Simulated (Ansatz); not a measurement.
## Migration of N in C

All numbers below come from Ansatz, DFT PBE, scalar-relativistic, plane waves, PAW. Run with 420 eV cutoff, 4×4×4 k-mesh, Gaussian smearing of 0.10 eV, no spin polarisation.

Host crystal, relaxed:

```
CELL_PARAMETERS angstrom
1.23326 0.71202 8.57567
-1.23326 0.71202 8.57567
0.00000 -1.42404 8.57567
ATOMIC_POSITIONS crystal
C 0.91756 0.91756 0.91756
C 0.25089 0.25089 0.25089
C 0.74911 0.74911 0.74911
C 0.08244 0.08244 0.08244
```

In a supercell of 28 host sites, interstitial N hops to an equivalent place, moving 1.22 Å between the relaxed ends. Climbing-image nudged elastic band at fixed cell with images 0 (start) to 6 (end), the path measured over all atoms, converged to 0.05 eV/Å; the order of the saddle wasn't checked, and the small cell leaves errors of about a tenth of an eV.

Supercell rows in host cell vectors: 2 -3 1; -1 -2 3; 0 -2 1. N was set at (0.500, 0.500, 0.500) of the host cell.

At the relaxed start N has 2 C at 1.46 Å.

A cell with an odd number of electrons and no spin polarisation is a metal by construction and may be lower with spin.

(1) How high is the barrier, and where does the atom pass?

## Answers

(1) 1.02 eV at image 3, where N has 1 C at 1.46 Å, 1 C at 1.87 Å, 1 C at 1.89 Å.